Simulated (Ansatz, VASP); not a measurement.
## One calculation of NiO, two programs

```
Ni O
1.0
     0.00000    2.19489    2.19489
     2.19489    0.00000    2.19489
     2.19489    2.19489    0.00000
Ni O
1 1
Direct
  0.00000 0.00000 0.00000
  0.75000 0.75000 0.75000
```

Change from the starting cell: volume scaled by 0.94.

Alike in both runs: task single point; functional PBE; k mesh 10 × 10 × 10; occupations fermi-dirac, width 0.05 eV; collinear spin.

```csv
,VASP,Ansatz
version,VASP 6.6.1,Ansatz 0.2.0
potentials or method,"VASP PAW PBE potentials, release 64 (Ni, O), cutoff 520 eV","all-electron LAPW, scalar-relativistic"
```

```csv
,VASP,Ansatz,Ansatz less VASP
gap on the k mesh at the Fermi level (eV),none,none,-
pressure (GPa),10.2,10.3,+0.13
net moment per atom (μB),0.88,0.91,+0.034
size of the moment on the site where the two differ most (μB),1.39,1.44,+0.058
```

Site moments also hang on the region over which each program counts them. A gap of «none» marks a metal or a gap that the smearing closes. Ansatz ran all-electron here, so the differences hold the error of VASP's frozen core and of both bases.

Caveats: a cell with one magnetic atom can't hold antiferromagnetic order, which such compounds often take; semilocal functionals often make such compounds metallic where correlation or magnetic order opens a gap, which also shifts bond lengths.
